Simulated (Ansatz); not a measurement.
Results of PBE0 in Ansatz (PAW) for fluorite SrF2.

Numerical settings: plane-wave cutoff 460 eV, 8×8×8 k mesh, Fermi–Dirac smearing 0.01 eV, scalar-relativistic PAW data made under PBE.

The cell has the measured lattice: a = b = c = 5.7996 Å, α = β = γ = 90.00°.

**Question.** What does this level give for the band gap and smallest direct gap on the k points sampled?

**Answer.** 
band gap: 9.76 eV (on the SCF k mesh)
smallest direct gap on the k points sampled: 9.86 eV

Measured, for comparison: band gap 11.1 eV (temperature not stated, no zero-point or thermal correction; as tabulated in Aguado et al. (1999), arXiv:cond-mat/9901145).

Note: cell and atoms aren't relaxed at this level (pressure 0.3 GPa).

Spin–orbit coupling is not included.

Computed values are for the static lattice.

The result took very roughly 2.0 core-minutes.

Ansatz is an electronic-structure program.
